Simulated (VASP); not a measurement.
Set up this calculation in VASP 6.6.1, as the native input.

```
Task                   : single point
Functional             : PBE
Potentials or basis    : VASP PAW PBE potentials, release 64 (W_sv)
Cutoff                 : 520 eV
k mesh                 : 6 × 6 × 6
Occupations            : gaussian, width 0.1 eV
Spin                   : no spin polarisation
Further INCAR settings : ALGO = Normal; EDIFF = 1e-07
```

The structure of W lies in POSCAR:

```
W                                       
1.0
   -1.6206988925      1.6206988925      1.6206988925
    1.6206988925     -1.6206988925      1.6206988925
    1.6206988925      1.6206988925     -1.6206988925
  W             
     1
Direct
     0.0000000000000000    0.0000000000000000    0.0000000000000000
```

The cell isn't the ideal one: a relaxed cell with its volume scaled by 1.06.

One way to write it, as run:

INCAR

```
SYSTEM = W
PREC = Accurate
ENCUT = 520
EDIFF = 1E-7
ISMEAR = 0
SIGMA = 0.1
LREAL = .False.
LASPH = .True.
NELM = 80
ALGO = Normal
ISIF = 2
LWAVE = .False.
LCHARG = .False.
GGA = PE
```

KPOINTS

```
Automatic mesh
0
Gamma
  6 6 6
  0 0 0
```

Potentials or basis: VASP PAW PBE potentials, release 64 (W_sv).

Run with:

```sh
$ cat potpaw_PBE.64/W_sv/POTCAR > POTCAR
$ mpirun -np 1 vasp_std > vasp.out
```

It gave:

- Pressure: -15.8 GPa
- Band gap on the k mesh: none (metal or under the smearing width)

Caveat: the k mesh is coarse (spacing up to 0.46 Å⁻¹), so the values aren't converged; so large a pressure means that the cell lies far from this level's equilibrium, or that cutoff or potentials fall short.

It used 3.6 s of CPU time on 1 thread of Intel(R) Xeon(R) Platinum 8559C (Emerald Rapids), on a shared host, which was overloaded at the time.
